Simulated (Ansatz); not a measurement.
Input and command of a calculation in Ansatz (plane waves; scalar-relativistic PAW potentials unless the input names others):

```yaml
crystal:
  lattice:
    - [3.1197581183, 0.0, 0.0]
    - [-1.5598790591, 2.7017897841, 0.0]
    - [0.0, 0.0, 3.1382909529]
  atoms:
    - { symbol: Mo, position: [0.0, 0.0, 0.0] }
    - { symbol: P, position: [0.3333333333, 0.6666666667, 0.5] }
basis:
  ecutwfc: 420
kpoints:
  mp_grid: { grid: [15, 15, 14] }
hamiltonian:
  xc: pbe
scf:
  occupations: { method: gaussian, width: 0.1 }
  mixing: { preconditioner: ldos }
output:
  forces: true
  eigenvalues: true
  stress: true
```

```bash
ansatz run input.yaml --threads 1 --pin off --max-ram 2560MiB --backend cpu --events-out ev --progress --plain --runs-dir out
```

Abridged log:
```
Pseudopotentials: kind: paw
Pseudopotential: Mo, paw, valence charge 14, recommended cutoff 420 eV (normal)
Pseudopotential: P, paw, valence charge 5, recommended cutoff 420 eV (normal)
Functional definition: PBE
Crystal: 2 atoms, lattice volume = 26.452 Å³
Basis set: ecut = 420 eV, 527 PW (Γ), exchange–correlation on 48×48×48 points (8 copies of the dense FFT grid, shifted against one another)
Bands: 14, of which v1, the nominal top of the filled ones, is band 10 counted from 1 (9 counted from 0)
Symmetry: 12 space group operations
Space group: P-6m2 (ITA 187), of the structure as read, at distance tolerance 3.0e-5 Å
k-points: 216 of 3150 (time reversal used)
Initial density: superposition of atomic densities (neutral atoms: chi_scale 0, normalization atom), corrected by the library's trained network
Initial wavefunctions: pseudopotential atomic-orbital guess
Functional: x = pbe(κ = 0.804, μ = 0.21951497), c = pbe(β = 0.06672455)
SCF iter   1: F=—  HF=-5712.879445 eV  |F-HF|=—  |Δ(HF+E_count)|=         —  Δρ=7.16e-3  dr2=4.92e-3  ethr=1.77e-3  ⟨swp⟩=5.0  Hψ=17716  notcnv=0
SCF iter   2: F=—  HF=-5712.881429 eV  |F-HF|=—  |Δ(HF+E_count)|=   1.98e-3  Δρ=1.42e-3  dr2=7.37e-4  ethr=2.59e-5  ⟨swp⟩=2.6  Hψ=6380  notcnv=0
SCF iter   3: F=—  HF=-5712.881163 eV  |F-HF|=—  |Δ(HF+E_count)|=   2.66e-4  Δρ=4.54e-4  dr2=5.79e-5  ethr=3.88e-6  ⟨swp⟩=2.3  Hψ=4469  notcnv=0
SCF iter   4: F=—  HF=-5712.881146 eV  |F-HF|=—  |Δ(HF+E_count)|=   1.65e-5  Δρ=8.42e-5  dr2=2.04e-6  ethr=3.05e-7  ⟨swp⟩=2.6  Hψ=4482  notcnv=0
SCF iter   5: F=-5712.881145 eV  HF=-5712.881146 eV  |F-HF|=3.06e-8  |Δ(HF+E_count)|=   6.48e-7  Δρ=1.06e-5  dr2=3.90e-8  ethr=1.07e-8  ⟨swp⟩=2.3  Hψ=4500  notcnv=0
SCF iter   6: F=-5712.881146 eV  HF=-5712.881146 eV  |F-HF|=6.55e-11  |Δ(HF+E_count)|=   5.89e-9  Δρ=1.19e-6  dr2=1.71e-10  ethr=2.05e-10  ⟨swp⟩=3.2  Hψ=11614  notcnv=0
SCF 1 converged in 6 iterations: F = -5712.881146 eV  dr2 = 1.71e-10
SCF converged after 6 iterations
Free energy (F): -5712.881146 eV
Harris-Foulkes:  -5712.881146 eV  (|F-HF|=6.55e-11)
Internal energy: -5712.876803 eV  (E = F + TS)
E sigma→0 (E₀):  -5712.878974 eV
Entropy (-TS):   -0.004343 eV (-2.171 meV/atom)
Fermi energy:    19.027030 eV
--- Forces (eV/Å), atoms counted from 1 ---
  atom   1  Mo     0.00000000     0.00000000     0.00000000
  atom   2  P      0.00000000     0.00000000     0.00000000
--- Stress (GPa, compression-positive) ---
       24.890884       0.000000       0.000000
        0.000000      24.890884       0.000000
        0.000000       0.000000      24.873099
  P = ⅓ Tr σ = 24.8850 GPa (248.850 kbar)
```

Apart from outputs, empty bands and the relaxation, which only the reference makes, the input differs from a reference run on usual settings in scf.mixing.preconditioner: not typed → "ldos". The reference, at the same geometry, ended its own course with pressure 24.88 GPa, largest force 0.000 eV/Å, no gap on the mesh. This run converged in 6 SCF iterations with an energy at zero smearing within 0.01 meV/atom of the reference's, pressure 24.88 GPa, largest force 0.000 eV/Å, no gap on the mesh.

Time: 6.9 s on 1 thread of Arm Neoverse V2 (shared host), peak memory 0.43 GiB.